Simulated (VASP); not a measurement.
# CdF2 (Fm-3m) in VASP: further runs

The runs below take CdF2 through relaxation of cell and atoms, single point, with PBE.

Program: VASP 6.6.1. These are calculated values, not measurements. Logs are shortened: lines on timing, memory, paths and dates and some standing lists are left out, and cuts for length are marked.

## (1) The crystal as given

Symmetry: Fm-3m, No. 225, cubic system. Conventional cell: a = 5.658 Å, b = 5.658 Å, c = 5.658 Å, α = 90.00°, β = 90.00°, γ = 90.00°. Around Cd (site symmetry m-3m) lie 8 F at 2.45 Å. F (site symmetry -43m) is surrounded by 4 Cd at 2.45 Å.

The cell was built by a generator and needn't be a form met in nature.

## (2) Relaxation of cell and atoms, PBE, target pressure 5 GPa, at which the enthalpy is minimised

File INCAR:

```
SYSTEM = CdF2
  PREC = Accurate
  ENCUT = 600
  EDIFF = 1E-6
  ISMEAR = -1
  SIGMA = 0.1
  LREAL = .FALSE.
  LASPH = .TRUE.
  NELM = 80
  ALGO = Normal
  ISIF = 3
  LWAVE = .FALSE.
  LCHARG = .FALSE.
  GGA = PE
  IBRION = 2
  NSW = 60
  EDIFFG = -0.03
  PSTRESS = 50.0
```

File KPOINTS:

```
regular mesh
0
G
  8 8 8
  0 0 0
```

File POSCAR:

```
CdF2
1.0
    0.0000000000      2.8290730000      2.8290730000
    2.8290730000      0.0000000000      2.8290730000
    2.8290730000      2.8290730000      0.0000000000
Cd F
1 2
Direct
    0.0000000000      0.0000000000      0.0000000000
    0.2500000000      0.2500000000      0.2500000000
    0.7500000000      0.7500000000      0.7500000000
```

Potentials or basis: VASP PAW PBE potentials, release 64 (Cd, F).

Started as:

```console
$ cat potpaw_PBE.64/Cd/POTCAR potpaw_PBE.64/F/POTCAR > POTCAR
$ mpirun -np 1 vasp_std > vasp.out
```

OUTCAR:

```text
SYSTEM = CdF2
   PREC = Accurate
   ENCUT = 600
   EDIFF = 1E-6
   ISMEAR = -1
   LREAL = .FALSE.
   LASPH = .TRUE.
   NELM = 80
   ISIF = 3
   GGA = PE
   IBRION = 2
   NSW = 60
   EDIFFG = -0.03
   PSTRESS = 50.0

 ion  position               nearest neighbor table
   1  0.000  0.000  0.000-   3 2.45   3 2.45   3 2.45   2 2.45   2 2.45   2 2.45   3 2.45   2 2.45

   2  0.250  0.250  0.250-   1 2.45   1 2.45   1 2.45   1 2.45
   3  0.750  0.750  0.750-   1 2.45   1 2.45   1 2.45   1 2.45

  LATTYP: Found a face centered cubic cell.
 ALAT       =     5.6581460000

  Lattice vectors:

 A1 = (   0.0000000000,   2.8290730000,   2.8290730000)
 A2 = (   2.8290730000,   0.0000000000,   2.8290730000)
 A3 = (   2.8290730000,   2.8290730000,   0.0000000000)

Analysis of symmetry for initial positions (statically):
=====================================================================
 Subroutine PRICEL returns:
 Original cell was already a primitive cell.

 Routine SETGRP: Setting up the symmetry group for a
 face centered cubic supercell.

 Subroutine GETGRP returns: Found 48 space group operations
 (whereof 48 operations were pure point group operations)
 out of a pool of 48 trial point group operations.

The static configuration has the point symmetry O_h .

Analysis of symmetry for dynamics (positions and initial velocities):
=====================================================================
 Subroutine PRICEL returns:
 Original cell was already a primitive cell.

 Routine SETGRP: Setting up the symmetry group for a
 face centered cubic supercell.

 Subroutine GETGRP returns: Found 48 space group operations
 (whereof 48 operations were pure point group operations)
 out of a pool of 48 trial point group operations.

The dynamic configuration has the point symmetry O_h .

 Subroutine INISYM returns: Found 48 space group operations
 (whereof 48 operations are pure point group operations),
 and found     1 'primitive' translations

----------------------------------------------------------------------------------------

                                     Primitive cell

  volume of cell :      45.2858

  direct lattice vectors                    reciprocal lattice vectors
     0.000000000  2.829073000  2.829073000    -0.176736337  0.176736337  0.176736337
     2.829073000  0.000000000  2.829073000     0.176736337 -0.176736337  0.176736337
     2.829073000  2.829073000  0.000000000     0.176736337  0.176736337 -0.176736337

  length of vectors
     4.000913406  4.000913406  4.000913406     0.306116316  0.306116316  0.306116316

  position of ions in fractional coordinates (direct lattice)
     0.000000000  0.000000000  0.000000000
     0.250000000  0.250000000  0.250000000
[... 64 lines left out ...]
   dimension x,y,z NGX =    32 NGY =   32 NGZ =   32
   dimension x,y,z NGXF=    64 NGYF=   64 NGZF=   64
   ions per type =               1   2
   NGX,Y,Z   is equivalent  to a cutoff of  13.30, 13.30, 13.30 a.u.
   NGXF,Y,Z  is equivalent  to a cutoff of  26.59, 26.59, 26.59 a.u.
 SYSTEM =  CdF2
   PREC   = accura    normal or accurate (medium, high low for compatibility)
   ISTART =      0    job   : 0-new  1-cont  2-samecut
   ICHARG =      2    charge: 1-file 2-atom 10-const
   ISPIN  =      1    spin polarized calculation?
   LNONCOLLINEAR =      F non collinear calculations
   LSORBIT =      F    spin-orbit coupling
   LASPH  =      T    aspherical Exc in radial PAW
   ENCUT  =  600.0 eV  44.10 Ry    6.64 a.u.   7.99  7.99  7.99*2*pi/ulx,y,z
   NELM   =     80;   NELMIN=  2; NELMDL= -5     # of ELM steps
   EDIFF  = 0.1E-05   stopping-criterion for ELM
   LREAL  =      F    real-space projection
   EDIFFG = -.3E-01   stopping-criterion for IOM
   NSW    =     60    number of steps for IOM
   IBRION =      2    ionic relax: 0-MD 1-quasi-New 2-CG
   NFREE  =      1    steps in history (QN), initial steepest desc. (CG)
   ISIF   =      3    stress and relaxation
   ISYM   =      2    0-nonsym 1-usesym 2-fastsym
   POTIM  = 0.5000    time-step for ionic-motion
   TEBEG  =    0.0;   TEEND  =   0.0 temperature during run
   PSTRESS=   50.0 pullay stress
   NELECT =      26.0000    total number of electrons
   NUPDOWN=      -1.0000    fix difference up-down
   EMIN   =  10.00;   EMAX   =-10.00  energy-range for DOS
   EFERMI =   0.00;   METHOD = LEGACY
   ISMEAR =    -1;   SIGMA  =   0.10  broadening in eV -4-tet -1-fermi 0-gaus
   EFERMI_NEDOS =   21; number of points for ismear=-14 and -15
   IALGO  =     38    algorithm
   IMIX   =      4    mixing-type and parameters
     AMIX     =   0.40;   BMIX     =  1.00
     AMIX_MAG =   1.60;   BMIX_MAG =  1.00
  volume/ion in A,a.u.               =      15.10       101.87
  Fermi-wavevector in a.u.,A,eV,Ry     =   1.360646  2.571248 25.189246  1.851357
  Thomas-Fermi vector in A             =   2.487290
   LORBIT       =      0    0 simple, 1 ext, 2 COOP (PROOUT), +10 PAW based schemes
   GGA     = PE    functional components
   LHFCALC =     F    Hartree Fock is set to
   AEXX    =    0.0000 exact exchange contribution
   IVDW    =     0    specifies the selected vdW correction
   LEPSILON=     F    determine dielectric tensor
   LRPA    =     F    only Hartree local field effects (RPA)
 conjugate gradient relaxation of ions
 non-spin polarized calculation
  energy-cutoff  :      600.00
  volume of cell :       45.29
 maximum number of plane-waves:      1540
   NGX = 15   NGY = 15   NGZ = 15

--------------------------------------- Ionic step        1  -------------------------------------------

 number of electron      26.0000010 magnetization

 Free energy of the ion-electron system (eV)
  ---------------------------------------------------
  ext. energy  EPLUGINS =         0.00000000
  ---------------------------------------------------
  free energy    TOTEN  =       -10.82576087 eV

  energy without entropy =      -10.82576053  energy(sigma->0) =      -10.82576070

 E-fermi :  -0.7828     XC(G=0):  -9.6379

 val. band max:       -2.2923532110   @ k =  -0.2500   0.5000   0.2500
 cond. band min:       0.2647742490   @ k =   0.0000   0.0000   0.0000
 fundamental gap:      2.5571274601
 Fermi energy:        -0.7828363036

 k-point     1 :       0.0000    0.0000    0.0000
  band No.  band energies     occupation
      1     -22.4012      2.00000
      2     -21.6471      2.00000
      3      -7.6472      2.00000
      4      -7.6472      2.00000
      5      -7.6472      2.00000
      6      -6.9739      2.00000
[... 548 lines left out ...]
--------------------------------------- Ionic step        3  -------------------------------------------

 number of electron      25.9999990 magnetization

 Free energy of the ion-electron system (eV)
  ---------------------------------------------------
  ext. energy  EPLUGINS =         0.00000000
  ---------------------------------------------------
  free energy    TOTEN  =       -10.89256289 eV

  energy without entropy =      -10.89256286  energy(sigma->0) =      -10.89256288

 E-fermi :   0.3727     XC(G=0): -10.3721

 val. band max:       -1.3713097379   @ k =  -0.2500   0.5000   0.2500
 cond. band min:       1.6746967577   @ k =   0.0000   0.0000   0.0000
 fundamental gap:      3.0460064955
 Fermi energy:         0.3726760173

 k-point     1 :       0.0000    0.0000    0.0000
  band No.  band energies     occupation
      1     -22.1345      2.00000
      2     -21.0494      2.00000
      3      -6.9623      2.00000
      4      -6.9623      2.00000
      5      -6.9623      2.00000
      6      -5.7859      2.00000
[... 505 lines left out ...]
  energy  without entropy=      -10.8925628642  energy(sigma->0) =      -10.89256288

  enthalpy is  TOTEN    =        -9.6633504624 eV   P V=        1.2292124322

 reached required accuracy - stopping structural energy minimisation
```

CONTCAR:

```text
CdF2
   1.00000000000000
     0.0000000000000000    2.7005103253934113    2.7005103253934113
     2.7005103253934113    0.0000000000000000    2.7005103253934113
     2.7005103253934113    2.7005103253934113   -0.0000000000000000
  Cd              F
     1     2
Direct
     0.0000000000000000    0.0000000000000000    0.0000000000000000
     0.2500000000000000    0.2500000000000000    0.2500000000000000
     0.7500000000000000    0.7500000000000000    0.7500000000000000

  0.00000000E+00  0.00000000E+00  0.00000000E+00
  0.00000000E+00  0.00000000E+00  0.00000000E+00
  0.00000000E+00  0.00000000E+00  0.00000000E+00
```

Run time: 36 s. Hardware: 1 thread of Intel Xeon 6975P-C (Granite Rapids), shared host; peak memory 0.17 GiB.

Results:

```yaml
Free_energy: -10.8926 eV
Relaxed_volume: 13.13 Å³/atom
Relaxed_cell: a = 3.819 Å, b = 3.819 Å, c = 3.819 Å, α = 60.00°, β = 60.00°, γ = 60.00°
Space_group_after_relaxing_to_0.05_Å: Fm-3m (No. 225)
Energy_change_on_relaxing_the_enthalpy_is_what_falls: -22.3 meV/atom
Ionic_steps: 3
Pressure_after_relaxing: 5.0 GPa
Band_gap_on_the_k_mesh: 3.05 eV, indirect (least direct gap 3.55 eV)
```

The path:
| step | energy change (eV) | largest force (eV/Å) | pressure (GPa) | volume (Å³) |
| --- | --- | --- | --- | --- |
| 1 | 0.0000 | 0.0000 | -6.94 | 45.29 |
| 2 | -0.0210 | 0.0000 | 8.60 | 38.31 |
| 3 | -0.0668 | 0.0000 | 5.04 | 39.39 |

Final structure:
```cif
data_structure
_symmetry_space_group_name_H-M 'P 1'
_symmetry_Int_Tables_number 1
_cell_length_a 3.8191
_cell_length_b 3.8191
_cell_length_c 3.8191
_cell_angle_alpha 60.000
_cell_angle_beta 60.000
_cell_angle_gamma 60.000
_cell_volume 39.39
loop_
_atom_site_label
_atom_site_type_symbol
_atom_site_fract_x
_atom_site_fract_y
_atom_site_fract_z
_atom_site_occupancy
Cd1 Cd 0.00000 0.00000 0.00000 1
F1 F 0.25000 0.25000 0.25000 1
F2 F 0.75000 0.75000 0.75000 1
```

Caveat: the cell is relaxed towards a set pressure, so the enthalpy falls and the energy may rise. PBE gaps usually lie below the measured ones, often by a third to a half.

## (3) Single point, PBE

This run uses another cell than the first one, of 13.09 Å³/atom, 0.867 times its volume.

File INCAR:

```
PREC = Accurate
ENCUT = 520
EDIFF = 1E-7
ISMEAR = -1
SIGMA = 0.1
LREAL = F
LASPH = T
NELM = 60
ALGO = Normal
ISIF = 2
LWAVE = F
LCHARG = F
GGA = PE
NBANDS = 20
```

File KPOINTS:

```
Automatic mesh
0
Gamma
  8 8 8
```

File POSCAR:

```
CdF2
1.0
    0.0000000000      2.6975853332      2.6975853332
    2.6975853332      0.0000000000      2.6975853332
    2.6975853332      2.6975853332      0.0000000000
Cd F
1 2
Direct
    0.0000000000      0.0000000000      0.0000000000
    0.2500000000      0.2500000000      0.2500000000
    0.7500000000      0.7500000000      0.7500000000
```

Potentials or basis: VASP PAW PBE potentials, release 64 (Cd, F).

Started as:

```console
$ cat potpaw_PBE.64/Cd/POTCAR potpaw_PBE.64/F/POTCAR > POTCAR
$ mpirun -np 1 vasp_std > vasp.out
```

Run time: 17 s. Hardware: 1 thread of Intel Xeon 6975P-C (Granite Rapids), shared host; peak memory 0.15 GiB.

It converged, with:

* Free energy: -10.8655 eV
* Pressure: 5.7 GPa
* Band gap on the k mesh: 3.05 eV, indirect (least direct gap 3.56 eV)

Levels at points of the mesh, in eV from the valence-band top:
```tsv
k point	band 10	band 11	band 12	band 13	band 14	band 15	band 16	band 17
(0.00, 0.00, 0.00)	-0.96	-0.50	-0.50	-0.50	3.05	12.68	12.68	12.68
(0.50, 0.00, 0.00)	-1.82	-1.82	-0.40	-0.40	7.14	9.15	14.46	14.46
(0.50, 0.50, 0.00)	-2.94	-0.49	-0.09	-0.09	7.97	9.63	11.92	14.25
```

A k mesh can miss the band edges. Expect the measured gap to be larger: semilocal functionals such as PBE lack the derivative discontinuity.
